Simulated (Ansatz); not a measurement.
# Sensitivity of the G0W0 gap of LiH (Fm-3m)

Aim: change settings of a G0W0 run on LiH (Fm-3m) and see what moves.

Calculated with Ansatz 0.2.0; G0W0 on PBE, plane waves, PAW.

The database entry behind the starting cell differs from later determinations by our own check (the deuteride, about 0.2 % short), so it need not match the best structure at ambient conditions.

### Step 1. The structure

Symmetry: Fm-3m, No. 225, cubic system. The conventional cell has a = 4.074 Å, b = 4.074 Å, c = 4.074 Å, α = 90.00°, β = 90.00°, γ = 90.00°. Li has 6 H at 2.04 Å nearest. Nearest to H lie 6 Li at 2.04 Å. Farther neighbours are not listed.

The cell and positions come from the Crystallography Open Database and are kept as given unless a step says otherwise. The default PAW set here is soft_2. Its files were made with PBE.

### Step 2. The base run: 6×6×6 mesh, 17 empty bands, screening to 60 eV

Now the one-shot GW correction: screening in the RPA, then the self-energy of the levels asked for.

input.yaml

```yaml
crystal:
  lattice:
    - [0.0, 2.03675, 2.03675]
    - [2.03675, 0.0, 2.03675]
    - [2.03675, 2.03675, 0.0]
  atoms:
    - { symbol: Li, position: [0.0, 0.0, 0.0] }
    - { symbol: H, position: [0.5, 0.5, 0.5] }
kpoints:
  mp_grid: { grid: [6, 6, 6] }
hamiltonian:
  xc: pbe
scf:
  occupations: { method: fixed }
gw:
  n_empty_bands: 17
  ecut_chi: 60
  qp_bands: [v2, c2]
  qp_kpoints: band_edges
  screening: { model: contour_deformation }
```

Run with:

```console
> ansatz run input.yaml --threads 3 --pin off --max-ram 92160MiB --backend cuda --events-out ev --progress --plain --runs-dir out --devices 1 --max-vram 13GiB  # rebuilt from the run's record
```

Numbers of over 12 decimals in the logs are rounded to 6 here.

What it wrote:

```text
GPUs: using 1 of 1 available (devices: 1).
Engine: ansatz 0.2.0, x86_64-unknown-linux-gnu
Pseudopotentials: kind: paw
Pseudopotential: Li, paw, valence charge 3, recommended cutoff 420 eV (normal), Li.paw.azcp
Pseudopotential: H, paw, valence charge 1, recommended cutoff 420 eV (normal), H.paw.azcp
Functional definition: PBE
  parameter kappa = 0.804
  parameter beta = 0.066725
  exchange = pbe_x(kappa = kappa, mu = beta*pi^2/3)
  correlation = pbe_c(beta = beta)
device memory: the entry about to start is reckoned to put 0.3 GiB on a device that reports 38.2 GiB free (of which the cap on the GPU budget leaves the run 13.0 GiB)
GPU FFT provider: cuFFT
GPU libraries: cuBLAS 13.8.2, cuFFT 12.4.0, cuSOLVER 12.3.4
Crystal: 2 atoms, lattice volume = 16.898 Å³
Basis set: ecut = 420 eV, 331 PW (Γ)
Bands: 6, of which v1, the nominal top of the filled ones, is band 2 counted from 1 (1 counted from 0)
Symmetry: 48 space group operations
Space group: Fm-3m (ITA 225), of the structure as read, at distance tolerance 2.6e-5 Å
k-points: 16 of 216
Non-local potential: Li, projectors of the file, l = 0: 3, l = 1: 2, l = 2: 1
Non-local potential: H, projectors of the file, l = 0: 2, l = 1: 1
PAW form: soft (Blöchl's): semilocal exchange-correlation on the pseudo side does not see the compensation charge
PAW one-centre angular grid: Li, 110 points (default); XC on 64 Gauss nodes
PAW one-centre angular grid: H, 110 points (default); XC on 64 Gauss nodes
Initial density: superposition of atomic densities (neutral atoms: chi_scale 0, normalization atom), corrected by the library's trained network
Initial wavefunctions: pseudopotential atomic-orbital guess
GPU buffer pool allocated for 8000 grid points (all kernels)
GPU transforms: local potential and band sums: pruned to the plane-wave sphere, on 18×20×20
Functional: x = pbe(κ = 0.804, μ = 0.219515), c = pbe(β = 0.066725)
SCF iter   1: F=—  HF=-221.386512 eV  |F-HF|=—  |Δ(HF+E_count)|=         —  Δρ=8.47e-4  dr2=5.58e-5  ethr=1.77e-3  ⟨swp⟩=4.0  Hψ=746  notcnv=0  defer=22
preconditioner: auto → none  [insulator: Δε(μ)=3.006 eV  Ē_g=13.708 eV  n_scr=0 (ndim 8)  ℏωp=12.8 eV  f_vac=0.000  ε∞_Penn≈1.9]
SCF iter   2: F=—  HF=-221.386540 eV  |F-HF|=—  |Δ(HF+E_count)|=   2.74e-5  Δρ=3.70e-4  dr2=9.58e-6  ethr=1.40e-6  ⟨swp⟩=2.0  Hψ=259  notcnv=0  defer=27
SCF iter   3: F=—  HF=-221.386558 eV  |F-HF|=—  |Δ(HF+E_count)|=   1.88e-5  Δρ=5.34e-5  dr2=3.03e-7  ethr=2.39e-7  ⟨swp⟩=2.0  Hψ=146  notcnv=0  defer=27
iter 4 did not close the SCF: its close was put off for the readings that it lacked (scf_convergence_deferred on its scf_iter line)
SCF iter   4: F=-221.386559 eV  HF=-221.386559 eV  |F-HF|=3.27e-10  |Δ(HF+E_count)|=   7.41e-7  Δρ=3.25e-6  dr2=7.24e-10  ethr=7.59e-9  ⟨swp⟩=2.0  Hψ=112  notcnv=0  defer=27
[...]
Σ components = -221.386559   (vs F -221.386559, Δ=0.00e0)
--- Band table (eV; the first three rows and the last of 16) ---
  k-point 0: bands = ["-43.8346", "-4.7725", "15.9654", "17.8816", "17.8816", "17.8816"]
  k-point 1: bands = ["-43.8250", "-4.2936", "12.6082", "16.0174", "17.0993", "17.0993"]
  k-point 2: bands = ["-43.8058", "-3.0064", "7.6144", "14.3573", "16.4977", "16.4977"]
  k-point 15: bands = ["-43.7842", "0.3317", "4.4917", "7.4119", "11.6767", "17.4415"]
--- G₀W₀: contour deformation, 6 samples at zero and on the imaginary axis and 6 off it, 216 q-points, 17 empty bands' worth ---
  eigenvalues of the whole cell's RPA ε∞ on this k-mesh (on a slab, of 1 + 4πα/V) = 4.1891, 4.1891, 4.1891; static W/v taken at q = 0 is 0.238715
  bands read: the sum over 19 bands ends inside a degenerate multiplet in 1 slot, whose members it reads at an even weight; the widest, k=12: bands 19 to 20 (counted from 1) at 1/2 each
  gw.qp_kpoints: band_edges: 4 of 16 stored k-points solved, in 1 pass; an edge of the gap read off the rows below is read off those points alone
    valence top: of the k-points left out ik 10 came nearest to being solved in a further pass, in band 2 (counted from 1, as in the quasiparticle table): it holds the edge there only if its correction is more favourable than any solved in that band by at least 1.022 eV; those differ by 0.163 eV
    conduction bottom: of the k-points left out ik 10 came nearest to being solved in a further pass, in band 3 (counted from 1, as in the quasiparticle table): it holds the edge there only if its correction is more favourable than any solved in that band by at least 1.635 eV; those differ by 0.098 eV
  `?` marks the rows in doubt; gw_qp.tsv's column doubts and the gw_qp event give each row's grounds
    ik  band        ε_KS         Σx   Σc(E_QP)       V_xc       Z   E_QP_lin       E_QP  E_QP is
     3     1    -43.7962   -44.6433     8.7130   -28.9166  0.7494   -51.9335   -50.8098  root ?
     3     2     -2.0030   -14.3557     3.1346   -10.0584  0.7308    -3.2029    -3.1657  root
     3     3      5.2774    -4.1800    -3.7132    -8.4763  0.7903     5.8662     5.8604  root
     3     4     13.7398    -3.6065    -5.5309    -9.9175  0.7501    14.5770    14.5198  root
    11     1    -43.7872   -44.6619     8.7159   -28.9339  0.7496   -51.9272   -50.7992  root ?
    11     2     -0.5315   -14.2012     2.5579   -10.5845  0.7528    -1.6139    -1.5903  root
    11     3      5.4773    -3.1246    -3.8343    -7.6399  0.7892     6.1667     6.1583  root
    11     4      7.5748    -4.0403    -4.0678    -8.7983  0.7693     8.2768     8.2650  root
    12     1    -43.7844   -44.6691     8.7169   -28.9389  0.7496   -51.9261   -50.7977  root ?
    12     2      0.4866   -14.6836     2.3375   -11.3458  0.7624    -0.5319    -0.5136  root
    12     3      3.5049    -3.6287    -3.3759    -7.6097  0.7990     4.1154     4.1099  root
    12     4     11.0677    -2.6164    -4.6914    -8.1689  0.7500    11.9367    11.9288  root
    15     1    -43.7842   -44.6683     8.7156   -28.9395  0.7496   -51.9253   -50.7974  root ?
    15     2      0.3317   -14.5565     2.3777   -11.1757  0.7610    -0.6902    -0.6714  root
    15     3      4.4917    -3.3645    -3.6110    -7.6245  0.7950     5.1476     5.1407  root
    15     4      7.4119    -2.7986    -4.1865    -7.6980  0.7734     8.1368     8.1247  root
[key lines of the parts left out:]
SCF converged after 6 iterations
Free energy (F): -221.386559 eV
Fermi energy:    0.486615 eV
```

The job ended after 7.8 s (1 × NVIDIA H100 80GB HBM3 (shared by 6 runs) with 3 threads of AMD EPYC 7R13 (Zen 3), shared host; peak memory 0.98 GiB).

Numbers from this step:

- bands summed: 19
- RPA ε∞ on this mesh (eigenvalues): 4.189, 4.189, 4.189
- plane waves in the screening matrix: 15
- q-points in the mesh: 216
- G0W0 gap on the mesh: 4.624 eV
- k of the valence top: 0, -0.5, -0.5
- k of the conduction bottom: 0, -0.5, -0.5
- starting gap on the mesh: 3.018 eV
- Z at the valence top: 0.7624
- Z at the conduction bottom: 0.7990
- least direct G0W0 gap on the computed points: 4.624 eV

The gap on the mesh goes from 3.02 eV to 4.62 eV, a correction of +1.61 eV. Between the two edge states, bare exchange in place of the xc potential would open the gap by 7.32 eV, and correlation takes back 5.71 eV.

### Step 3. Variant: static remainder

This step: G0W0 on PBE, plane waves, norm-conserving pseudopotentials.

Changes to input.yaml since step 2:

```diff
@@ -12,2 +12,3 @@
   xc: pbe
+  pseudopotentials: { kind: nc }
 scf:
@@ -16,3 +17,3 @@
   n_empty_bands: 17
-  ecut_chi: 60
+  ecut_chi: 100
   qp_bands: [v2, c2]
@@ -20 +21,2 @@
   screening: { model: contour_deformation }
+  static_remainder: true
```

What it wrote:

```text
Warning: gw takes pair_densities: pseudo, which can misplace gaps by tens of per cent, since gw.static_remainder lacks the terms of the atoms
GPUs: using 1 of 1 available (devices: 1).
[...]
GPU FFT provider: cuFFT
GPU libraries: cuBLAS 13.8.2, cuFFT 12.4.0, cuSOLVER 12.3.4
Crystal: 2 atoms, lattice volume = 16.898 Å³
Basis set: ecut = 1034.032677 eV, 1243 PW (Γ)
Bands: 6, of which v1, the nominal top of the filled ones, is band 2 counted from 1 (1 counted from 0)
[... 1 set-up line as in the run before ...]
[...]
k-points: 16 of 216
[...]
GPU buffer pool allocated for 32768 grid points (all kernels)
[...]
SCF iter   1: F=—  HF=-213.735739 eV  |F-HF|=—  |Δ(HF+E_count)|=         —  Δρ=5.84e-2  dr2=5.24e-1  ethr=3.10e-3  ⟨swp⟩=4.0  Hψ=771  notcnv=0  defer=15
[...]
SCF iter   5: F=-213.571585 eV  HF=-213.571585 eV  |F-HF|=1.38e-9  |Δ(HF+E_count)|=   5.82e-7  Δρ=2.96e-6  dr2=4.14e-10  ethr=2.50e-9  ⟨swp⟩=4.0  Hψ=458  notcnv=0
SCF 1 converged in 5 iterations: F = -213.571585 eV  dr2 = 4.14e-10
[...]
NSCF: frozen V_eff on 16 k-points, pencils in batches of 32, up to order 24
[...]
G₀W₀ screening: q 1/16
[... further progress lines ...]
[...]
NSCF: frozen V_eff on 1 k-points
[...]
SCF converged after 5 iterations
Free energy (F): -213.571585 eV
[...]
Internal energy: -213.571585 eV  (E = F + TS)
E sigma→0 (E₀):  -213.571585 eV
Fermi energy:    0.386907 eV
[...]
--- Band table (eV; the first three rows and the last of 16) ---
[...]
static-remainder magnitude (band-truncation diagnostic): 0.3769 eV
[...]
3     1    -43.8715   -40.2764     8.0673   -25.9965  0.7471   -50.9011   -50.0841  root ?
     3     2     -2.1023   -14.3613     2.9947   -10.0666  0.7289    -3.4502    -3.4022  root
     3     3      5.1759    -3.9413    -3.8168    -8.2820  0.7908     5.7044     5.6997  root
     3     4     13.6395    -3.6246    -5.8879    -9.9432  0.7471    14.0855    14.0701  root
    11     1    -43.8625   -40.2914     8.0594   -26.0112  0.7473   -50.8949   -50.0833  root ?
    11     2     -0.6313   -14.2018     2.3706   -10.5860  0.7501    -1.9102    -1.8765  root
    11     3      5.3767    -3.1469    -3.9282    -7.6715  0.7897     5.9794     5.9731  root
    11     4      7.4735    -3.8866    -4.2313    -8.6746  0.7691     8.0379     8.0302  root
    12     1    -43.8598   -40.2978     8.0614   -26.0156  0.7474   -50.8940   -50.0805  root ?
    12     2      0.3869   -14.6428     2.0986   -11.3090  0.7590    -0.8773    -0.8483  root
    12     3      3.4044    -3.6502    -3.4523    -7.6405  0.7995     3.9466     3.9424  root
    12     4     10.9683    -2.6562    -4.8580    -8.2231  0.7507    11.6832    11.6773  root
    15     1    -43.8596   -40.2967     8.0610   -26.0160  0.7474   -50.8930   -50.0793  root ?
    15     2      0.2318   -14.5463     2.1467   -11.1655  0.7576    -1.0320    -1.0024  root
    15     3      4.3910    -3.3864    -3.6960    -7.6557  0.7956     4.9696     4.9643  root
    15     4      7.3115    -2.8229    -4.2982    -7.7320  0.7740     7.9310     7.9224  root
```

Wall time 7.7 s (1 × NVIDIA H100 80GB HBM3 (shared by 6 runs) with 3 threads); peak memory 0.93 GiB.

Against the base:

```csv
setting,base,variant
files,default PAW,norm-conserving
screening cutoff (eV),60,100
static remainder,-,true
```

```csv
quantity,variant,base
starting gap on the mesh,3.017,3.018
G0W0 gap on the mesh,4.791,4.624
least direct G0W0 gap on the computed points,4.791,4.624
Z at the valence top,0.759,0.762
Z at the conduction bottom,0.800,0.799
```

### Step 4. What came out

| Quantity | Value |
| --- | --- |
| base | 4.62 eV, 7.8 s |
| static remainder | 4.79 eV, 7.7 s |

In words: Static remainder: the gap moves by +0.17 eV (the plane-wave cutoff goes from 420 to 1034.03 eV); such settings are too crude to quote. The variant differs from the base in files, screening cutoff and static remainder together, so the change can't be laid to one of them. This option needs pseudo pair densities, which the log warns can misplace gaps. All runs here use a coarse mesh and modest cutoffs; they test settings and are not final values.

[Paths, hosts, dates, memory and timing lines, banners, echoed tables and standing remarks are left out of the program output.]

[Logs are printed without paths, hosts, clocks, repeated set-up lines and the standing remarks that a program may print on its own settings, such as how far it seeks lower states.]

[Runs of the session that timed out or met a known fault of the program may be left out.]

[Cells called generated may have been cut or substituted from an entry of the Crystallography Open Database or the Materials Project.]

[Hosts, paths, dates, database ids (printed as entryN), source tags and the programs' standing remarks are cut or masked in the printed files.]
